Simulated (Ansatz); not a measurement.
Al₂Pt: frozen-core PAW against all-electron methods

```
Al Pt
1.0
     0.00000    3.01410    2.95500
     3.01410    0.00000    2.95500
     3.01410    3.01410    0.00000
Al Pt
2 1
Cartesian
  1.5071 1.5071 1.4775
  4.5212 4.5212 4.4325
  0.0000 0.0000 0.0000
```

Atom numbers follow the list: Al1, Al2, Pt3.

The geometry is COD entry 9009032, unchecked; take it as a test cell. The listed cell was then made from it by scaling, straining or moving an atom.

Spin–orbit coupling is left out, though it moves levels of the heavy atoms by tenths of an eV or more.

Levels of theory: DFT, LDA, PAW with Ansatz's default frozen-core files, scalar-relativistic (Ansatz 0.2.0); DFT, LDA, all-electron PAW with datasets made for the crystal, scalar-relativistic (Ansatz 0.2.0); DFT, LDA, all-electron LAPW, scalar-relativistic (Ansatz 0.2.0).

For PAW: a Γ-centred 12×12×12 k mesh, Fermi–Dirac smearing of 0.08 eV, cutoff 420 eV, no spin polarisation; the PAW files were made with PBE, and the program remakes their frozen cores for this functional. The crystal-made all-electron datasets (AE datasets) take a cutoff of 260 eV at this cell. LAPW targets a basis error of 1 meV/atom. The Ansatz runs share mesh, smearing and spin set-up. Plane-wave (PAW) pressures include the program's estimate of the Pulay term.

Stress and pressure are positive in compression.

The change that made this cell: equal xx and yy strain of +2 %.

No spin–orbit coupling: at heavy atoms the gradients can be off by tens of per cent for that reason.

In a metal, gradients converge slowly with the k mesh: the values move by tens of per cent from one mesh to another, at times in sign, so only the comparison on one mesh counts.

```json
{"quantity": "pressure (GPa)", "PAW": "-8.55", "AE datasets": "-8.52", "LAPW": "-8.52"}
{"quantity": "stress xx (GPa)", "PAW": "-9.01", "AE datasets": "-8.98", "LAPW": "-8.98"}
{"quantity": "stress zz (GPa)", "PAW": "-7.62", "AE datasets": "-7.60", "LAPW": "-7.60"}
{"quantity": "largest principal field gradient Vzz at Pt3 (10²¹ V/m²)", "PAW": "1.50", "AE datasets": "1.53", "LAPW": "–"}
```

PAW's pressure differs from the LAPW value by -0.03 GPa.
